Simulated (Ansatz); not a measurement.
The cell is built from the zincblende type as a first guess.

LiH: DFT, PBE, PAW with Ansatz's default frozen-core files, scalar-relativistic (Ansatz 0.2.0).

The relaxation starts from this cell:

```
CELL_PARAMETERS angstrom
0.00000 2.23228 2.23228
2.23228 0.00000 2.23228
2.23228 2.23228 0.00000
ATOMIC_POSITIONS crystal
Li 0.00000 0.00000 0.00000
H 0.25000 0.25000 0.25000
```

Output:

```
Engine: ansatz 0.2.0
Pseudopotentials: kind: paw
Pseudopotential: Li, paw, valence charge 3, recommended cutoff 420 eV (normal)
Pseudopotential: H, paw, valence charge 1, recommended cutoff 420 eV (normal)
Functional definition: PBE
  parameter kappa = 0.804
  parameter beta = 0.06672455060314922
  exchange = pbe_x(kappa = kappa, mu = beta*pi^2/3)
  correlation = pbe_c(beta = beta)
Crystal: 2 atoms, lattice volume = 22.247 Å³
Basis set: ecut = 420 eV, 411 PW (Γ), exchange–correlation on 48×48×48 points (8 copies of the dense FFT grid, shifted against one another)
Bands: 6, of which v1, the nominal top of the filled ones, is band 2 counted from 1 (1 counted from 0)
Symmetry: 24 space group operations
Space group: F-43m (ITA 216), of the structure as read, at distance tolerance 2.8e-5 Å
k-points: 84 of 2197 (time reversal used)
Non-local potential: Li, projectors of the file, l = 0: 3, l = 1: 2, l = 2: 1
Non-local potential: H, projectors of the file, l = 0: 2, l = 1: 1
PAW form: soft (Blöchl's): semilocal exchange-correlation on the pseudo side does not see the compensation charge
PAW one-centre angular grid: Li, 110 points (default); XC on 64 Gauss nodes
PAW one-centre angular grid: H, 110 points (default); XC on 64 Gauss nodes
Initial density: superposition of atomic densities (neutral atoms: chi_scale 0, normalization atom), corrected by the library's trained network
Initial wavefunctions: pseudopotential atomic-orbital guess
Functional: x = pbe(κ = 0.804, μ = 0.2195149727645171), c = pbe(β = 0.06672455060314922)
SCF iter   1: F=—  HF=-221.273262 eV  |F-HF|=—  |Δ(HF+E_count)|=         —  Δρ=1.84e-3  dr2=5.41e-4  ethr=1.77e-3  ⟨swp⟩=4.7  Hψ=3984  notcnv=0
preconditioner: auto → none  [insulator: Δε(μ)=4.130 eV  Ē_g=11.990 eV  σ=0.050 eV  W_gap=1.00  n_scr=0 (ndim 8)  ℏωp=11.1 eV  f_vac=0.000  D(μ)=0.00/eV (n_scr^D=0)  ε∞_Penn≈1.9]
SCF iter   2: F=—  HF=-221.273153 eV  |F-HF|=—  |Δ(HF+E_count)|=   1.09e-4  Δρ=6.31e-4  dr2=5.64e-5  ethr=1.35e-5  ⟨swp⟩=1.0  Hψ=1176  notcnv=0
SCF iter   3: F=—  HF=-221.273145 eV  |F-HF|=—  |Δ(HF+E_count)|=   7.94e-6  Δρ=7.56e-5  dr2=8.24e-7  ethr=1.41e-6  ⟨swp⟩=2.0  Hψ=588  notcnv=0
iter 4 did not close the SCF: its close was put off for the readings that it lacked (scf_convergence_deferred on its scf_iter line)
SCF iter   4: F=-221.273147 eV  HF=-221.273147 eV  |F-HF|=8.65e-9  |Δ(HF+E_count)|=   1.85e-6  Δρ=7.38e-6  dr2=7.37e-9  ethr=2.06e-8  ⟨swp⟩=2.0  Hψ=588  notcnv=0
iter 5 did not close the SCF: its close was put off for the readings that it lacked (scf_convergence_deferred on its scf_iter line)
SCF iter   5: F=-221.273147 eV  HF=-221.273147 eV  |F-HF|=5.28e-11  |Δ(HF+E_count)|=   1.17e-8  Δρ=1.00e-6  dr2=2.46e-10  ethr=1.84e-10  ⟨swp⟩=2.0  Hψ=591  notcnv=0
SCF iter   6: F=-221.273147 eV  HF=-221.273147 eV  |F-HF|=8.53e-13  |Δ(HF+E_count)|=  7.13e-12  Δρ=6.34e-8  dr2=5.03e-13  ethr=6.14e-12  ⟨swp⟩=3.0  Hψ=1681  notcnv=0
SCF 1 converged in 6 iterations: F = -221.273147 eV  dr2 = 5.03e-13
  greatest PAW one-centre occupation: 1.000 electrons in one spin orbital (limit 2), on the Li atom at site 0 (counted from 0), in its partial waves of l = 0
relax step   1: F+E_penalty+E_count = -221.27314707 eV  Δ(F+E_penalty+E_count) = +0.000e0 eV  max|allowed force component| = 8.428e-17 eV/Å  Δτ_max = 0.0000 Å  P = -2.703 GPa  Ω = 22.247 Å³  (6 SCF iters, accepted)
Crystal: 2 atoms, lattice volume = 20.563 Å³
Initial density: handed on by an earlier stage of this run
Initial wavefunctions: those handed on with the density
iter 1 solved again at ethr=1.15e-4 eV; its pass at ethr=3.10e-3 eV (dr2=4.61e-3 eV) is discarded
SCF iter   1: F=—  HF=-221.295634 eV  |F-HF|=—  |Δ(HF+E_count)|=         —  Δρ=4.63e-3  dr2=4.61e-3  ethr=1.15e-4  ⟨swp⟩=1.0  Hψ=5138  notcnv=0
preconditioner: auto → none  [insulator: Δε(μ)=4.305 eV  Ē_g=12.596 eV  σ=0.050 eV  W_gap=1.00  n_scr=0 (ndim 8)  ℏωp=11.6 eV  f_vac=0.000  D(μ)=0.00/eV (n_scr^D=0)  ε∞_Penn≈1.8]
SCF iter   2: F=—  HF=-221.294338 eV  |F-HF|=—  |Δ(HF+E_count)|=   1.30e-3  Δρ=1.38e-3  dr2=4.76e-4  ethr=1.15e-4  ⟨swp⟩=1.0  Hψ=507  notcnv=0
SCF iter   3: F=—  HF=-221.294235 eV  |F-HF|=—  |Δ(HF+E_count)|=   1.03e-4  Δρ=1.77e-4  dr2=4.21e-6  ethr=1.19e-5  ⟨swp⟩=2.0  Hψ=588  notcnv=0
SCF iter   4: F=—  HF=-221.294241 eV  |F-HF|=—  |Δ(HF+E_count)|=   5.88e-6  Δρ=8.19e-6  dr2=8.92e-9  ethr=5.00e-9  ⟨swp⟩=7.0  Hψ=1778  notcnv=0
SCF iter   5: F=-221.294241 eV  HF=-221.294241 eV  |F-HF|=5.84e-11  |Δ(HF+E_count)|=   1.74e-9  Δρ=8.12e-7  dr2=9.13e-11  ethr=2.23e-10  ⟨swp⟩=3.9  Hψ=1778  notcnv=0
SCF 2 converged in 5 iterations: F = -221.294241 eV  dr2 = 9.13e-11
relax step   2: F+E_penalty+E_count = -221.29424075 eV  Δ(F+E_penalty+E_count) = -2.109e-2 eV  max|allowed force component| = 8.457e-17 eV/Å  Δτ_max = 0.0000 Å  P = -1.057 GPa  Ω = 20.563 Å³  energy of the carried Pulay correction = +8.303e-4 eV  (5 SCF iters, dr2 threshold 2.00e-7 eV, accepted)
Crystal: 2 atoms, lattice volume = 19.611 Å³
Basis set: ecut = 420 eV, 387 PW (Γ), exchange–correlation on 48×48×48 points (8 copies of the dense FFT grid, shifted against one another)
iter 1 solved again at ethr=4.43e-5 eV; its pass at ethr=3.10e-3 eV (dr2=1.77e-3 eV) is discarded
SCF iter   1: F=—  HF=-221.298058 eV  |F-HF|=—  |Δ(HF+E_count)|=         —  Δρ=2.97e-3  dr2=1.77e-3  ethr=4.43e-5  ⟨swp⟩=1.0  Hψ=5102  notcnv=0
preconditioner: auto → none  [insulator: Δε(μ)=4.360 eV  Ē_g=12.932 eV  σ=0.050 eV  W_gap=1.00  n_scr=0 (ndim 8)  ℏωp=11.9 eV  f_vac=0.000  D(μ)=0.00/eV (n_scr^D=0)  ε∞_Penn≈1.8]
SCF iter   2: F=—  HF=-221.297554 eV  |F-HF|=—  |Δ(HF+E_count)|=   5.04e-4  Δρ=9.00e-4  dr2=1.87e-4  ethr=4.42e-5  ⟨swp⟩=1.0  Hψ=504  notcnv=0
SCF iter   3: F=—  HF=-221.297512 eV  |F-HF|=—  |Δ(HF+E_count)|=   4.23e-5  Δρ=1.10e-4  dr2=1.46e-6  ethr=4.68e-6  ⟨swp⟩=2.0  Hψ=588  notcnv=0
SCF iter   4: F=-221.297514 eV  HF=-221.297514 eV  |F-HF|=2.94e-10  |Δ(HF+E_count)|=   1.80e-6  Δρ=6.87e-6  dr2=6.06e-9  ethr=5.00e-9  ⟨swp⟩=6.8  Hψ=1666  notcnv=0
SCF 3 converged in 4 iterations: F = -221.297514 eV  dr2 = 6.06e-9
  Residual-converged pass: ⟨swp⟩=1.0  Hψ=757  notcnv=0  max |occ|·‖R‖ = 7.0e-9 eV (tolerance 1.0e-8 eV)  dr2=6.06e-9  dr2_onsite=2.25e-10  max |Δocc| = 0.0e0
relax step   3: F+E_penalty+E_count = -221.29751360 eV  Δ(F+E_penalty+E_count) = -3.273e-3 eV  max|allowed force component| = 9.425e-17 eV/Å  Δτ_max = 0.0000 Å  P = +0.165 GPa  Ω = 19.611 Å³  energy of the carried Pulay correction = +1.329e-3 eV  (4 SCF iters, dr2 threshold 2.00e-7 eV, accepted)
Crystal: 2 atoms, lattice volume = 19.734 Å³
iter 1 solved again at ethr=8.31e-7 eV; its pass at ethr=3.10e-3 eV (dr2=3.32e-5 eV) is discarded
SCF iter   1: F=—  HF=-221.297515 eV  |F-HF|=—  |Δ(HF+E_count)|=         —  Δρ=4.07e-4  dr2=3.32e-5  ethr=8.31e-7  ⟨swp⟩=1.0  Hψ=4614  notcnv=0
preconditioner: auto → none  [insulator: Δε(μ)=4.324 eV  Ē_g=12.863 eV  σ=0.050 eV  W_gap=1.00  n_scr=0 (ndim 8)  ℏωp=11.8 eV  f_vac=0.000  D(μ)=0.00/eV (n_scr^D=0)  ε∞_Penn≈1.8]
SCF iter   2: F=—  HF=-221.297509 eV  |F-HF|=—  |Δ(HF+E_count)|=   6.40e-6  Δρ=1.23e-4  dr2=3.49e-6  ethr=8.31e-7  ⟨swp⟩=1.0  Hψ=507  notcnv=0
SCF iter   3: F=-221.297508 eV  HF=-221.297508 eV  |F-HF|=2.15e-8  |Δ(HF+E_count)|=   9.20e-7  Δρ=1.49e-5  dr2=2.56e-8  ethr=1.69e-9  ⟨swp⟩=4.4  Hψ=1880  notcnv=0
SCF 4 converged in 3 iterations: F = -221.297508 eV  dr2 = 2.56e-8
relax step   4: F+E_penalty+E_count = -221.29750771 eV  Δ(F+E_penalty+E_count) = +5.892e-6 eV  max|allowed force component| = 1.078e-16 eV/Å  Δτ_max = 0.0000 Å  P = -0.007 GPa  Ω = 19.734 Å³  energy of the carried Pulay correction = +1.264e-3 eV  (3 SCF iters, dr2 threshold 6.77e-8 eV, accepted)
Initial wavefunctions: pseudopotential atomic-orbital guess (no wavefunctions were taken with the density)
iter 1 solved again at ethr=2.28e-8 eV; its pass at ethr=3.10e-3 eV (dr2=9.11e-7 eV) is discarded
SCF iter   1: F=—  HF=-221.296542 eV  |F-HF|=—  |Δ(HF+E_count)|=         —  Δρ=2.27e-4  dr2=1.02e-6  ethr=2.28e-8  ⟨swp⟩=2.5  Hψ=5440  notcnv=0
preconditioner: auto → none  [insulator: Δε(μ)=4.327 eV  Ē_g=12.866 eV  σ=0.050 eV  W_gap=1.00  n_scr=0 (ndim 8)  ℏωp=11.8 eV  f_vac=0.000  D(μ)=0.00/eV (n_scr^D=0)  ε∞_Penn≈1.8]
SCF iter   2: F=—  HF=-221.296553 eV  |F-HF|=—  |Δ(HF+E_count)|=   1.14e-5  Δρ=1.13e-4  dr2=2.19e-7  ethr=2.28e-8  ⟨swp⟩=2.0  Hψ=588  notcnv=0
SCF iter   3: F=—  HF=-221.296557 eV  |F-HF|=—  |Δ(HF+E_count)|=   3.22e-6  Δρ=8.17e-6  dr2=1.15e-9  ethr=5.48e-9  ⟨swp⟩=2.0  Hψ=588  notcnv=0
SCF iter   4: F=-221.296557 eV  HF=-221.296557 eV  |F-HF|=7.23e-11  |Δ(HF+E_count)|=   2.07e-8  Δρ=3.52e-7  dr2=8.66e-12  ethr=1.00e-12  ⟨swp⟩=3.1  Hψ=1686  notcnv=0
SCF 5 converged in 4 iterations: F = -221.296557 eV  dr2 = 8.66e-12
relax step   5: F+E_penalty+E_count = -221.29655673 eV  Δ(F+E_penalty+E_count) = +9.510e-4 eV  max|allowed force component| = 1.176e-16 eV/Å  Δτ_max = 0.0000 Å  P = -0.046 GPa  Ω = 19.734 Å³  stress off target by 4.63e-2 GPa  SCF on the basis re-selected at this cell (its energy is not comparable with the rows above)  (4 SCF iters)
basis re-selected at this cell: Δ(F+E_penalty+E_count) = +9.510e-4 eV, ΔP = -0.039 GPa vs the last step (what re-selecting the basis moved, of the pressure what is left beyond the Pulay correction that the steps carried, after the strain that the cell walked since its last selection, with what the two solves' SCF thresholds leave and, on support functions, any second-order correction that the steps lacked; it is no measure of the basis error at this ecutwfc). This SCF's stress stands 4.63e-2 GPa from its target on what of the cell is left free (relax.cell.stress_tol is 5.00e-2 GPa) and its largest allowed force component is 1.18e-16 eV/Å (relax.f_tol is 5.00e-3 eV/Å): within both
SCF converged after 4 iterations
Free energy (F): -221.296557 eV
Harris-Foulkes:  -221.296557 eV  (|F-HF|=7.23e-11)
Internal energy: -221.296557 eV  (E = F + TS)
E sigma→0 (E₀):  -221.296557 eV
Fermi energy:    1.011082 eV
--- Per-component energies (eV) ---
  E_band       = -93.599185
  E_kinetic    = 35.806829
  E_local      = -139.086302  (includes V_loc(G=0)·N_el)
  E_nonlocal   = -31.688555
  E_hartree    = 40.269363
  E_xc         = -20.007262
  E_vxc        = -25.796469  (∫ρ·V_xc dr)
  E_paw        = -21.561495  (= ΣΔE_a)
  E_vpaw       = -13.372214  (= ΣTr[D̂ρ^β])
  E_aug_tail   = -0.001196  (compensation charges beyond the density's cutoff)
  E_ewald      = -85.027939
  E_smearing   = -0.000000  (= −TS)
  E_closure    = 0.000000  (closes the sum)
  Σ components = -221.296557   (vs F -221.296557, Δ=0.00e0)
--- Forces (eV/Å), atoms counted from 1 ---
  atom   1  Li    -0.00000000     0.00000000     0.00000000
  atom   2  H      0.00000000    -0.00000000    -0.00000000
  max |Σ_I F_I| component: 2.27e-16 eV/Å
--- Stress (GPa, compression-positive) ---
       -0.046272      -0.000000       0.000000
       -0.000000      -0.046272      -0.000000
        0.000000      -0.000000      -0.046272
  P = ⅓ Tr σ = -0.0463 GPa (-0.463 kbar)
--- Band table (eV; the first three rows and the last of 84) ---
  k-point 0: bands = ["-44.4582", "-4.8299", "11.9456", "16.1372", "16.1372", "16.1372"]
  k-point 1: bands = ["-44.4569", "-4.7367", "11.4019", "15.1515", "15.7712", "15.7712"]
  k-point 2: bands = ["-44.4533", "-4.4598", "9.7713", "14.5962", "15.1392", "15.1392"]
  k-point 83: bands = ["-44.4284", "-1.1705", "4.9238", "6.2194", "9.9275", "16.6902"]
--- Relaxed structure (4 steps of the walk, 4 accepted, 1 SCFs on fresh bases) ---
  F+E_penalty+E_count = -221.29655673 eV   max|allowed force component| = 1.176e-16 eV/Å   (the final SCF, on the basis selected at the relaxed cell)
  cell:  # Å, volume = 19.7343 Å³
    - [2.0381488131582507e-34, 2.1448521954638755, 2.1448521954638755]
    - [2.1448521954638755, 8.152595252632935e-34, 2.1448521954638755]
    - [2.1448521954638755, 2.1448521954638755, -1.3247967285528533e-32]
  atoms:
    - { symbol: Li, position: [2.5181881987426273e-33, -3.607425920682693e-33, -3.754814523321448e-33] }
    - { symbol: H, position: [0.24999999999999997, 0.24999999999999997, 0.24999999999999997] }
```
